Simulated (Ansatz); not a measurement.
# Which way does TiO2 + SnSe2 ⇌ TiSe2 + SnO2 run?

Plane-wave DFT in Ansatz with scalar-relativistic PAW potentials, cutoff 420 eV, Γ-centred meshes chosen by cell and gap, Gaussian smearing with energies taken to zero width. Every cell was relaxed (cell and atoms) in a run of its own, within the symmetry of its start. Functional: LDA.

Total energies hold large constants for each element; a whole number of eV per atom of each element is taken off below, which cancels in a balanced reaction.

| compound | lowest structure computed | structures tried | V (Å³/atom) | gap on mesh (eV) | E (eV per formula unit, common shift removed) |
| --- | --- | --- | --- | --- | --- |
| TiO2 | I4_1/amd | 7 | 11.02 | 2.10 | -11.2330 |
| SnSe2 | P-3m1 | 2 | 24.57 | 0.17 | -1.0306 |
| TiSe2 | P-3m1 | 1 | 19.81 | 0.00 | -4.3029 |
| SnO2 | P4_2/mnm | 5 | 11.86 | 1.16 | -6.1814 |

**Question.** Work out the reaction energy at 0 K.

**Answer.** ΔE = E(TiSe2) + E(SnO2) − E(TiO2) − E(SnSe2) = 1.779 eV, or 172 kJ per mole of reaction (297 meV/atom). The left side is lower: Ti takes O and Sn takes Se. Pauling's electronegativities (Ti 1.54, Sn 1.96; O 3.44, Se 2.55) would pair Ti with O, the most ionic bond; the result follows that. All four are computed as solids; where they are solids at ordinary conditions entropy changes little. A lower structure that wasn't tried would shift the value, and mixed crystals may lie lower than either side.

Each cell of SnSe2, TiSe2 holds layers, and where no dispersion correction was added their binding is poorly described.